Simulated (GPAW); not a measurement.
The system is C.

```
C
1.0
     2.12732   -1.22828    0.00000
     2.12732    1.22828    0.00000
    -1.37907    0.00000    3.50283
C
2
Direct
  0.16664 0.16664 0.99991
  0.83336 0.83336 0.00009
```

This is a stacking variant of graphite.

| Property | Result |
| --- | --- |
| Program | GPAW 26.7.0 |
| Task | relaxation of cell and atoms |
| Functional | PBEsol |
| Dispersion | D3(BJ) |
| Potentials or basis | PAW data sets generated in the run's folder for this functional |
| Cutoff | 800 eV |
| Basis | pw |
| k mesh | 9 × 9 × 6 |
| Occupations | fermi-dirac, width 0.05 eV |
| Spin | no spin polarisation |

At the start: pressure 0.0 GPa; volume 9.15 Å³/atom.

How do energy, volume and symmetry change on relaxing?

Over 8 steps the energy falls by 4.7 meV/atom and the volume is 8.40 Å³/atom (-8.2 %); space group R-3m (No. 166, to 0.05 Å).

Step by step:
```tsv
step	energy change (eV)	largest force (eV/Å)	pressure (GPa)	volume (Å³)
1	0.0000	0.0190	0.01	18.31
2	-0.0004	0.0102	-0.42	18.31
3	-0.0018	0.0291	-2.25	18.25
4	-0.0027	0.0492	-3.03	18.16
5	-0.0053	0.0870	-4.54	17.69
6	-0.0071	0.0987	-4.24	17.16
7	-0.0086	0.0553	-1.98	16.83
8	-0.0094	0.0191	0.04	16.80
```

Final structure:
```
CELL_PARAMETERS angstrom
2.12931 -1.22909 -0.00341
2.12931 1.22909 -0.00341
-1.38607 0.00000 3.21249
ATOMIC_POSITIONS crystal
C 0.16642 0.16642 0.99936
C 0.83358 0.83358 0.00064
```

Caveat: later steps reuse the first step's grids.
